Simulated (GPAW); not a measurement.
# CdSe (Cadmoselite) (P6_3mc) in GPAW: settings compared, part 2 of 2

GPAW 26.7.0.

## Step 5: Band structure, PBE

run.py reads:

```python
from ase.dft.bandgap import bandgap
from ase.io import write
from ase.spacegroup import crystal
from ase.units import GPa
from gpaw import GPAW, PW, setup_paths

setup_paths.insert(0, '.')

# Cd 2b
# Se 2b
atoms = crystal(['Cd', 'Se'],
                basis=[[0.6666666667, 0.3333333333, 0.5],
                       [0.6666666667, 0.3333333333, 0.885]],
                spacegroup=186, setting=1,  # P6_3mc
                cellpar=[4.3, 4.3, 7.02, 90.0, 90.0, 120.0],
                primitive_cell=True)

calc = GPAW(mode=PW(1100),
            xc='PBE',
            kpts={'size': (5, 5, 3), 'gamma': True},
            occupations={'name': 'fermi-dirac', 'width': 0.05},
            setups='sg15',
            nbands=-13,
            convergence={'density': 1e-05, 'energy': 1e-05},
            maxiter=150,
            txt='gpaw.txt')
atoms.calc = calc
energy = atoms.get_potential_energy()
forces = atoms.get_forces()
stress = atoms.get_stress()
calc.write('gs.gpw')
write('result.traj', atoms)
print(f'Energy: {energy:.6f} eV')
print('Forces (eV/A):')
print(forces.round(4))
print('Stress (GPa):', (stress / GPa).round(3))
print('Fermi level:', round(calc.get_fermi_level(), 4), 'eV')
print(f'Gap: {bandgap(calc)[0]:.4f} eV, direct: {bandgap(calc, direct=True)[0]:.4f} eV')

path = atoms.cell.bandpath('GMKGALHA,LM,KH', npoints=100, eps=1e-4)
bs_calc = calc.fixed_density(kpts=path, symmetry='off', nbands=-30,
                             convergence={'bands': 'CBM+6.0', 'eigenstates': 1e-6}, txt='bands.txt')
bs = bs_calc.band_structure()
bs.write('bs.json')
print(f'Gap on the path: {bandgap(bs_calc)[0]:.4f} eV')
```

Potentials or basis: SG15 ONCV 1.2, pw.

The run is started by

```sh
$ OMP_NUM_THREADS=1 python run.py
```

gpaw.txt:

```text
__  _  _
 | _ |_)|_||  |
 |__||  | ||/\| - 26.7.0

Input parameters:
  mode=PW(ecut=1100.0),
  convergence={'density': 1e-05, 'energy': 1e-05},
  kpts=MonkhorstPack(size=(5, 5, 3), gamma=True),
  maxiter=150,
  nbands=-13,
  occupations=Occupations(name='fermi-dirac', width=0.05),
  setups={'default': 'sg15'},
  xc=XC(name='PBE')

Diagonalizing LCAO Hamiltonian
Converting LCAO to pw mode

            Se

        Se  Cd

        Cd

Atoms  # Å, Bohr magnetons
|   | symbol |         x |        y |        z |    initial magnetic moments |
|---|--------|-----------|----------|----------|-----------------------------|
| 0 |     Cd |  2.150000 | 1.241303 | 3.510000 | ( 0.0000,  0.0000,  0.0000) |
| 1 |     Cd | -0.000000 | 2.482606 | 0.000000 | ( 0.0000,  0.0000,  0.0000) |
| 2 |     Se |  2.150000 | 1.241303 | 6.212700 | ( 0.0000,  0.0000,  0.0000) |
| 3 |     Se | -0.000000 | 2.482606 | 2.702700 | ( 0.0000,  0.0000,  0.0000) |

Unit cell  # Å
| periodic |         x |        y |        z |  lengths |     angles |
|----------|-----------|----------|----------|----------|------------|
|      yes |  4.300000 | 0.000000 | 0.000000 | 4.300000 |  90.000000 |
|      yes | -2.150000 | 3.723909 | 0.000000 | 4.300000 |  90.000000 |
|      yes |  0.000000 | 0.000000 | 7.020000 | 7.020000 | 120.000000 |

Number of symmetries: 6
Symmetry operations  # r_c * U_cc + t_c -> r_c
|   | kind |            matrix            |
|---|------|------------------------------|
| 0 |  σ   |  1, 1, 0,  0,-1, 0,  0, 0, 1 |
| 1 |  E   |  1, 0, 0,  0, 1, 0,  0, 0, 1 |
| 2 |  C3  |  0, 1, 0, -1,-1, 0,  0, 0, 1 |
| 3 |  σ   |  0,-1, 0, -1, 0, 0,  0, 0, 1 |
| 4 |  σ   | -1, 0, 0,  1, 1, 0,  0, 0, 1 |
| 5 |  C3  | -1,-1, 0,  1, 0, 0,  0, 0, 1 |

BZ-sampling:
  Number of BZ points: 75
  Number of IBZ points: 12

  Monkhorst-Pack size: [5, 5, 3]
  Monkhorst-Pack shift: [0, 0, 0]

K-points  # in reciprocal-cell coordinates
|     |                                coordinates |     weight |
|-----|--------------------------------------------|------------|
|   0 | (  0.00000000,   0.00000000,   0.00000000) | 0.01333333 |
|   1 | (  0.00000000,   0.00000000,   0.33333333) | 0.02666667 |
|   2 | (  0.20000000,   0.00000000,  -0.33333333) | 0.08000000 |
|   3 | (  0.20000000,   0.00000000,   0.00000000) | 0.08000000 |
|   4 | (  0.20000000,   0.00000000,   0.33333333) | 0.08000000 |
|   5 | (  0.40000000,  -0.20000000,   0.00000000) | 0.08000000 |
|   6 | (  0.40000000,  -0.20000000,   0.33333333) | 0.16000000 |
[... 70 lines left out ...]
  Comp charge cutoff:     3.3200000000000003
  File: ./Se_ONCV_PBE-1.2.upf

    LCAO basis set for Se:
      Name: atompaw.sz
      This basis set was not loaded from a file
      Number of radial functions: 2
      Number of spherical harmonics: 4
        l=0, rc=8.9500 Bohr: 4s e=-0.634 f=2.000
        l=1, rc=8.9500 Bohr: 4p e=-0.241 f=4.000
      Number of RI-basis functions 0

Reference energy: 0.000000  # eV

eigensolver:
  PPCG
  Converge bands: occupied
  niter=2

density mixing:
  MSR1-Mixer
  Pratt-step length: 0.05
  Maximum mixing coefficient: 0.75
  Old densities: 10
  SVD Regularization: 0.005
  Good broyden scale: 1.0
  Trust region scale: 1.0
  Backstep threshold: 4.0
  History deletion threshold: 6.0
  Fourier metric: weight=20.0, sigma=0.015

occupation numbers:
  Fermi-Dirac:
    width: 0.0500  # eV

poisson solver:
  ecut: 8800.0  # eV

xc functional:
  name: PBE with 2 nearest neighbor stencil

convergence criteria:
- Maximum integral of absolute [dens]ity change: 1e-05 electrons / valence electron
- Maximum [total energy] change in last 3 cyles: 1e-05 eV / valence electron
- Maximum integral of absolute [eigenst]ate change: 4e-08 eV^2 / valence electron
maximum number of iterations: 150

SCF iterations
|iter     | |      energy | eigst |  dens |
|---------|-|-------------|-------|-------|
|iter:   1| |-8976.649079 | +0.38 |       |
|iter:   2| |-8976.781782 | -1.49 | -1.25 |
|iter:   3| |-8976.209772 | -1.82 | -1.32 |
|iter:   4| |-8976.148938 | -2.96 | -1.65 |
|iter:   5| |-8976.146322 | -3.53 | -2.11 |
|iter:   6| |-8976.146411 | -4.69 | -2.79 |
|iter:   7| |-8976.146351c| -5.34 | -3.14 |
|iter:   8| |-8976.146352c| -6.54 | -3.71 |
|iter:   9| |-8976.146352c| -7.76c| -4.24 |
|iter:  10| |-8976.146352c| -7.87c| -4.72 |
|iter:  11| |-8976.146352c| -8.60c| -5.39c|

Converged in 11 steps
Energy contributions relative to reference atoms: (reference = 0.000000)

Energy contributions:
  Kinetic:        1904.454448
  Coulomb:       -9687.029855
  Zero:           -325.073983
  External:          0.000000
  Xc:             -868.496943
  Entropy:          -0.000037
  Spinorbit:         0.000000
  ----------------------------
  Free energy:   -8976.146371
  Extrapolated:  -8976.146352

dipole moment: (-0.000001, 0.000000, -65.600326)  # |e|*Ang

Fermi level: 2.579
Eigenvalues  # (at kpt = [0.000, 0.000, 0.000])
| band index |      eig [eV] | occ [0-2] |
|------------|---------------|-----------|
|          0 |       -99.499 |     2.000 |
|        ... |               |           |
|         18 |        -5.317 |     2.000 |
|         19 |        -5.035 |     2.000 |
|         20 |        -2.029 |     2.000 |
|         21 |         1.491 |     2.000 |
|         22 |         1.491 |     2.000 |
|         23 |         2.197 |     1.999 |
[... 8 lines left out ...]
|         32 |         9.200 |     0.000 |
|         33 |         9.921 |     0.000 |
|        ... |               |           |
|         38 |        13.241 |     0.000 |

Gap: 0.690 eV
Transition (v -> c):
  (s=0, k=0, n=25, [0.00, 0.00, 0.00]) -> (s=0, k=0, n=26, [0.00, 0.00, 0.00])
No difference between direct/indirect transitions

Forces  # eV/Ang
|        x |        y |        z |
|----------|----------|----------|
|  0.00000 | -0.00000 |  0.29234 |  # Cd   0
|  0.00000 |  0.00000 |  0.29232 |  # Cd   1
| -0.00000 |  0.00000 | -0.29212 |  # Se   2
|  0.00000 |  0.00000 | -0.29218 |  # Se   3

Stress tensor  # eV/Ang^3
|         x |         y |         z |
|-----------|-----------|-----------|
| -0.024764 |  0.000000 |  0.000000 |
|  0.000000 | -0.024764 | -0.000000 |
|  0.000000 | -0.000000 | -0.011379 |

# Writing to gs.gpw (mode='')
```

stdout:

```text
Energy: -8976.146352 eV
Forces (eV/A):
[[ 0.     -0.      0.2923]
 [ 0.      0.      0.2923]
 [-0.      0.     -0.2921]
 [ 0.      0.     -0.2922]]
Stress (GPa): [-3.968 -3.968 -1.823 -0.     0.     0.   ]
Fermi level: 2.5786 eV
Gap: 0.6901 eV, direct: 0.6901 eV
Gap on the path: 0.6901 eV
```

Wall time 8.2 min (1 thread of Intel Xeon Platinum 8488C (Sapphire Rapids), shared host); peak memory 1.5 GiB.

What came out:

* Free energy: -8976.1464 eV
* Pressure: 3.3 GPa
* Largest force: 0.292 eV/Å
* Band gap on the k mesh: 0.69 eV, direct
* Band gap along the path: 0.69 eV, direct

Forces in eV/Å, atoms in the order of the input:
```
Cd   0.000  0.000  0.292
Cd   0.000  0.000  0.292
Se   0.000  0.000 -0.292
Se   0.000  0.000 -0.292
```

Levels at the corners of the path, in eV from the valence-band top:
| point | band 22 | band 23 | band 24 | band 25 | band 26 | band 27 | band 28 | band 29 | band 30 | band 31 |
| --- | --- | --- | --- | --- | --- | --- | --- | --- | --- | --- |
| Γ | -0.72 | -0.72 | -0.01 | 0.00 | 0.00 | 0.69 | 2.11 | 5.88 | 5.88 | 6.14 |
| M | -3.71 | -2.56 | -1.85 | -1.24 | -0.83 | 3.22 | 3.30 | 4.80 | 6.15 | 6.65 |
| K | -3.84 | -3.06 | -1.79 | -1.79 | -1.78 | 4.38 | 4.79 | 4.79 | 7.05 | 7.05 |
| Γ | -0.72 | -0.72 | -0.01 | 0.00 | 0.00 | 0.69 | 2.11 | 5.88 | 5.88 | 6.14 |
| A | -2.57 | -0.37 | -0.37 | -0.37 | -0.37 | 2.33 | 2.33 | 5.82 | 5.82 | 6.26 |
| L | -4.23 | -1.38 | -1.38 | -1.29 | -1.29 | 2.98 | 2.98 | 4.78 | 4.78 | 7.76 |
| H | -4.13 | -2.48 | -2.48 | -1.05 | -1.05 | 3.79 | 3.79 | 5.92 | 5.92 | 6.22 |
| A | -2.57 | -0.37 | -0.37 | -0.37 | -0.37 | 2.33 | 2.33 | 5.82 | 5.82 | 6.26 |
| L | -4.23 | -1.38 | -1.38 | -1.29 | -1.29 | 2.98 | 2.98 | 4.78 | 4.78 | 7.76 |
| M | -3.71 | -2.56 | -1.85 | -1.24 | -0.83 | 3.22 | 3.30 | 4.80 | 6.15 | 6.65 |
| K | -3.84 | -3.06 | -1.79 | -1.79 | -1.78 | 4.38 | 4.79 | 4.79 | 7.05 | 7.05 |
| H | -4.13 | -2.48 | -2.48 | -1.05 | -1.05 | 3.79 | 3.79 | 5.92 | 5.92 | 6.22 |

## Step 6: The runs side by side

```tsv
level	potentials or basis	spin	cutoff (eV)	band points	spin axis theta (degrees)	spin axis phi (degrees)	soc after scf	gap on the mesh (eV)	pressure (GPa)	largest force (eV/Å)
RPBE	the program's PAW data sets (release 1.2.1) made for this functional, pw	SOC, no magnetisation	600	80	90	45	second variation	0.75	4.8	0.29
vdW-DF2	GPAW PAW data sets (gpaw-data 1.2.1), pw	SOC, no magnetisation	600	80	0	0	second variation	0.37	-	0.34
LDA	the program's PAW data sets (release 1.2.1) made for this functional, pw	SOC, no magnetisation	600	60	54.7	45	second variation	0.29	-2.0	0.26
PBE	SG15 ONCV 1.2, pw	off	1100	100	-	-	-	0.69	3.3	0.29
```

Alike in all rows: task band structure; cell as given; k mesh 5 × 5 × 3; smearing fermi-dirac 0.05 eV.

Caveats: spin-orbit coupling was added after a scalar SCF, so levels and gaps hold it while energy, forces, pressure and moments don't (some runs); this program's spin-orbit splittings come out too wide for heavy elements (some runs); the PAW data sets were made with another functional, which shifts forces and pressure a little (some runs).

Total energies depend on the potentials used, so only differences within one code and one set of settings carry meaning.

## Step 7: Comparison with measurements

Step 2. A measured gap of CdSe is 1.841 eV (2 K; a printed reference work, data compilation); the calculated 0.75 eV misses it by -1.09 eV. So large a miss can be the level of theory's own, or it may mean another phase, state or a wrong row. The value is that of RPBE, without temperature or zero-point motion. Semilocal functionals fall short of measured gaps as a rule.

Step 3. Against the measured gap of CdSe, 1.841 eV (2 K; a printed reference work, data compilation), the calculated 0.37 eV is off by -1.47 eV. So large a miss can be the level of theory's own, or it may mean another phase, state or a wrong row. The value is that of vdW-DF2, without temperature or zero-point motion.

Step 4. A measured gap of CdSe is 1.841 eV (2 K; a printed reference work, data compilation); the calculated 0.29 eV misses it by -1.55 eV. So large a miss can be the level of theory's own, or it may mean another phase, state or a wrong row. The value is that of LDA, without temperature or zero-point motion. Semilocal functionals fall short of measured gaps as a rule.

Step 5. Against the measured gap of CdSe, 1.841 eV (2 K; a printed reference work, data compilation), the calculated 0.69 eV is off by -1.15 eV. So large a miss can be the level of theory's own, or it may mean another phase, state or a wrong row. Spin-orbit coupling on Cd, Se is left out. The value is that of PBE, without temperature or zero-point motion. Semilocal functionals fall short of measured gaps as a rule.
